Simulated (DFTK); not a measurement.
BP:

```xyz
2
Lattice="0.0000 2.2690 2.2690 2.2690 0.0000 2.2690 2.2690 2.2690 0.0000" Properties=species:S:1:pos:R:3 pbc="T T T"
P     3.4035    3.4035    3.4035
B     0.0000    0.0000    0.0000
```

Base run:

* Program: DFTK 0.8.2
* Functional: r2SCAN
* Potentials or basis: SG15 1.2 (PBE)
* Cutoff: 1225 eV
* k mesh: 10 × 10 × 10
* Occupations: fermi-dirac, width 0.05 eV
* Spin: no spin polarisation

Its results: band gap on the k mesh 1.41 eV, indirect (least direct gap 3.59 eV); pressure -0.5 GPa.

Q: After a change of settings the same cell gave: band gap on the k mesh 1.13 eV, indirect (least direct gap 3.34 eV); pressure -1.0 GPa. Which change was it?
A. functional from r2SCAN to AM05
B. functional from r2SCAN to RPBE
C. functional from r2SCAN to BLYP

A: A.

r2SCAN gives the wider gap, since meta-GGAs in the generalised Kohn-Sham scheme recover part of the derivative discontinuity.

Caveats: the potentials were made for another functional, which shifts forces and pressure.

Runs at the PBE level aren't shown here.
